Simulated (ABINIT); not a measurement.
Runs of ABINIT 10.8.3 (patched build) on SrCl2. The structure is cubic, space group Fm-3m (No. 225). The conventional cell has a = 6.977 Å, b = 6.977 Å, c = 6.977 Å, α = 90.00°, β = 90.00°, γ = 90.00°. Sr (site symmetry m-3m) is surrounded by 8 Cl at 3.02 Å. Around Cl (site symmetry -43m) lie 4 Sr at 3.02 Å. 

```tsv
task	level	potentials or basis	cutoff (eV)	fine-grid cutoff	gap on the mesh (eV)	pressure (GPa)	V0 of scaled cells (Å³/atom)	B0 (GPa)
band structure	r2SCAN	JTH PAW PBE v2.0	816	1414.99 eV	(c)	-	-	-
equation of state	PBE	JTH PAW PBE v2.0	680	1278.94 eV	-	-	29.11	34
band structure	TB-mBJ	JTH PAW LDA v2.0	816	1414.99 eV	(a)	-	-	-
band structure	PBE	JTH PAW PBE v2.0	680	1278.94 eV	5.37	1.0	-	-
band structure	LDA	JTH PAW LDA v2.0	680	1278.94 eV	4.91	-2.8	-	-
equation of state	r2SCAN	JTH PAW PBE v2.0	816	1414.99 eV	-	-	(b)	39
```

Alike in all rows: no spin polarisation; cell as given; k mesh 7 × 7 × 7; smearing fermi-dirac 0.05 eV.

**Question.** Estimate the missing entries.

**Answer.** (a) 7.56; (b) 28.54; (c) 6.01.

Caveats: the PAW data sets were made with another functional, which shifts forces and pressure a little (some runs); pressures at fixed basis lie under the slope of the energies (some runs); the constant c of TB-mBJ comes from the pseudo density here, which moves gaps by up to 0.3 eV between sets of potentials (some runs).

A k mesh can miss the band edges, and the runs leave out spin-orbit coupling on Sr.

Not every run made on this cell is shown here.
